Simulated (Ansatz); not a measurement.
# FeO (C2/m) in Ansatz: reference runs, part 2 of 2

Ansatz 0.2.0.

## Step 3: Single point, PBEsol, collinear spin, ferromagnetic start (atoms moved at random, drawn with an rms of 0.05 Å)

input.yaml reads:

```yaml
crystal:
  lattice:
    - [2.682362, -1.52443, 0.0]
    - [2.682362, 1.52443, 0.0]
    - [-0.234311, 0.0, 5.269449]
  atoms:
    - { symbol: Fe, position: [0.00641, 0.001546, 0.488], spin: 3.0 }
    - { symbol: Fe, position: [-0.00415, 0.01742, -0.004938], spin: 3.0 }
    - { symbol: O, position: [0.338423, 0.356783, 0.746768] }
    - { symbol: O, position: [0.656905, 0.671747, 0.257347] }
kpoints:
  mp_grid: { grid: [10, 10, 5] }
scf:
  occupations: { method: fermi_dirac, width: 0.05 }
hamiltonian:
  xc: pbesol
  pseudopotentials: { kind: all_electron, lapw: { basis_error: 0.001 } }
magnetization:
  spin_polarized: true
output:
  forces: true
  stress: true
  eigenvalues: true
  populations: true
```

Potentials or basis: all-electron LAPW, scalar-relativistic.

On the command line:

```bash
$ ansatz run input.yaml --threads 4 --pin off --max-ram 12288MiB --backend cpu --events-out ev --progress --plain --runs-dir out
```

The program printed:

```text
Warning: RAYON_NUM_THREADS=4 ignored (pool sized by the plan → 4); use --threads N
Fe: projections on atomic orbitals take those of the free atom 1s2 2s2 2p6 3s2 3p6 3d6 4s2, of charge +0.00 (hamiltonian.pseudopotentials.projection_atoms)
O: projections on atomic orbitals take those of the free atom 1s2 2s2 2p4, of charge +0.00 (hamiltonian.pseudopotentials.projection_atoms)
LAPW: plane waves up to 9.685 Å⁻¹, error target 1.0e-3 eV per atom; small_component_spin mean_spin; O in spheres of 0.970 Å, 8 of its electrons in bands, Dirac shells []; Fe in spheres of 1.163 Å, 16 of its electrons in bands, Dirac shells [] (how accurate: hamiltonian.pseudopotentials.lapw.basis_error, Limitations)
Engine: ansatz 0.2.0, aarch64-unknown-linux-gnu
Pseudopotentials: kind: all_electron
Pseudopotential: Fe, LAPW, valence charge 16, lapw/all_electron/scalar/gaussian/Fe, Koelling and Harmon's equation, gaussian nucleus
Pseudopotential: O, LAPW, valence charge 8, lapw/all_electron/scalar/gaussian/O, Koelling and Harmon's equation, gaussian nucleus
Functional definition: PBEsol
  exchange = pbesol_x
  correlation = pbesol_c
Crystal: 4 atoms, lattice volume = 43.094 Å³
[... 73 lines left out ...]
--- Forces (eV/Å), atoms counted from 1 ---
  atom   1  Fe    -0.01386200     0.04891207     0.48714694
  atom   2  Fe     0.04929419     0.01520404    -0.18101762
  atom   3  O     -0.06833613    -0.01993283     0.01450954
  atom   4  O      0.03290437    -0.04418569    -0.32064757
  max |Σ_I F_I| component: 8.70e-6 eV/Å
--- Stress (GPa, compression-positive) ---
      -23.028702      -0.172107      -0.308446
       -0.172107     -22.775129       0.049435
       -0.308446       0.049435     -15.111165
  P = ⅓ Tr σ = -20.3050 GPa (-203.050 kbar)
--- Band table (eV; the first three rows and the last of 504) ---
  k-point 0 ↑: bands = ["-492.5175", "-492.3716", "-76.3070", "-72.4224", "-42.5084", "-42.4894", "-42.4511", "-38.7298", "-38.6694", "-38.6512", "-6.8974", "-5.9249", "5.0864", "7.3985", "7.4345", "9.1229", "9.5794", "9.6650", "9.7269", "9.8090", "9.9078", "11.0547", "11.1205", "13.0140", "13.0185", "13.2191", "13.3634", "14.4391", "14.7440", "17.4133", "20.8178", "26.0184", "26.6209"]
  k-point 1 ↑: bands = ["-492.5175", "-492.3716", "-76.3070", "-72.4224", "-42.5084", "-42.4894", "-42.4507", "-38.7304", "-38.6694", "-38.6512", "-6.8223", "-6.0204", "5.3640", "7.4788", "7.5066", "8.4845", "9.3300", "9.4422", "9.7976", "9.8286", "9.8657", "11.3607", "11.4269", "12.9726", "13.0902", "13.1517", "13.6394", "14.4335", "14.6870", "17.1657", "21.2088", "26.2408", "26.5671"]
  k-point 2 ↑: bands = ["-492.5175", "-492.3716", "-76.3070", "-72.4224", "-42.5083", "-42.4894", "-42.4500", "-38.7314", "-38.6695", "-38.6512", "-6.6375", "-6.2377", "6.1123", "7.3204", "7.6427", "7.6769", "8.9095", "9.0578", "9.8450", "9.8673", "10.0474", "11.7615", "11.8438", "12.6511", "12.8977", "13.0461", "14.0927", "14.5863", "15.1337", "16.3594", "22.3785", "24.1993", "27.0605"]
  k-point 251 ↓: bands = ["-492.4945", "-492.3809", "-76.2395", "-72.4398", "-42.4682", "-42.4367", "-42.3937", "-38.7395", "-38.7227", "-38.6978", "-5.9499", "-5.7367", "5.5946", "5.9380", "7.3069", "7.5313", "8.0836", "8.4379", "9.4725", "10.4608", "10.6328", "11.4336", "11.7215", "12.2232", "13.6575", "13.6845", "14.6138", "14.6448", "17.6022", "18.2125", "21.1930", "21.5361", "24.2724"]
--- Löwdin populations: 4 sites ---
  site symbol       q [e]    m [muB]
     0     Fe     24.8878     3.4255
     1     Fe     24.9229    -3.4005
     2      O      8.9592    -0.0181
     3      O      8.9591     0.0389
  spilling = 0.003985 (of n_electrons = 68.000000)
```

Run time: 5.6 min. Hardware: 4 threads of Arm Neoverse V1, shared host; peak memory 1.9 GiB.

Results:

```yaml
Free_energy: -73286.4862 eV
Pressure: -20.3 GPa
Largest_force: 0.490 eV/Å
Band_gap_on_the_k_mesh: none (metal or under the smearing width)
Net_moment: 0.05 μB per cell
Absolute_moment: 7.02 μB per cell
Site_moments: Fe +3.39, -3.36; O -0.01, +0.03 μB
Loewdin_charges: Fe +1.11, +1.08; O -0.96 e
```

Forces on the atoms (eV/Å):
```
Fe  -0.014  0.049  0.487
Fe   0.049  0.015 -0.181
O   -0.068 -0.020  0.015
O    0.033 -0.044 -0.321
```

Levels at points of the mesh, in eV from the Fermi level:
Spin up:
```csv
k point,band 20,band 21,band 22,band 23,band 24,band 25,band 26,band 27,band 28,band 29
"(0.00, 0.00, 0.00)",-3.25,-3.15,-2.00,-1.94,-0.04,-0.04,0.16,0.31,1.38,1.69
"(0.00, -0.50, 0.00)",-2.73,-2.50,-1.92,-1.59,-0.57,0.66,0.78,1.53,1.87,4.66
"(-0.50, 0.00, 0.00)",-2.73,-2.50,-1.94,-1.61,-0.57,0.66,0.78,1.53,1.86,4.68
"(-0.50, -0.50, 0.00)",-2.75,-2.48,-1.98,-1.73,-0.46,0.60,0.74,1.66,1.85,4.86
```
Spin down:
| k point | band 22 | band 23 | band 24 | band 25 | band 26 | band 27 |
| --- | --- | --- | --- | --- | --- | --- |
| (0.00, 0.00, 0.00) | -2.33 | -1.97 | -0.03 | 0.07 | 0.08 | 0.40 |
| (0.00, -0.50, 0.00) | -1.99 | -1.76 | -0.48 | 0.63 | 0.73 | 1.80 |
| (-0.50, 0.00, 0.00) | -2.00 | -1.77 | -0.48 | 0.63 | 0.73 | 1.78 |
| (-0.50, -0.50, 0.00) | -2.10 | -1.64 | -0.42 | 0.63 | 0.71 | 1.71 |

Caveat: the atomic charges don't sum to the cell's charge; semilocal functionals often make such compounds metallic where correlation or magnetic order opens a gap, which also shifts bond lengths; the starting moments weren't kept.
